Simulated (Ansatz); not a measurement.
# MoS$_{2}$: opening a crack plane

MoS$_{2}$, R3m, a = 3.153 Å, c = 17.990 Å. The compound has several low-lying forms, and this is one of them. Ansatz: PBE+D3(BJ), PAW, 420 eV, Γ-centred 10×10×2 mesh on 9 atoms, Gaussian smearing 0.05 eV; no spin polarisation. One cut on (00-1) per cell of 9 atoms is opened rigidly by x, between planes of S and S that stand 2.87 Å apart; y is the energy per area (8.609 Å², 1 eV/Å² = 16.02 J/m²).

| x (Å) | y (J/m²) |
| --- | --- |
| 0.00 | 0.000 |
| 0.25 | 0.024 |
| 0.50 | 0.075 |
| 0.75 | 0.135 |
| 1.00 | ? |
| 1.50 | 0.293 |
| 2.00 | 0.366 |
| 3.00 | 0.452 |
| 4.50 | 0.508 |
| 6.00 | 0.532 |

Q: Fit the universal binding curve y = W[1 − (1 + x/l) e^(−x/l)] to the other rows, give the peak stress, and predict the missing value.

A: Least squares gives W = 0.523 J/m² and l = 0.805 Å. The stress dy/dx peaks at x = l with W/(e l) = 2.4 GPa, for rigid faces. The last row already stands above W and still climbs, so W understates the work of separation. At x = 1.00: x/l = 1.242, y = 0.184 J/m². The run gave 0.194 J/m², so the fit is 0.010 J/m² too low, within twice the rms miss on the fitted rows (0.008 J/m²).

Cost: 12 runs of about 1.9 core-minutes in all, on Intel Xeon 6975P-C (Granite Rapids) (shared hosts).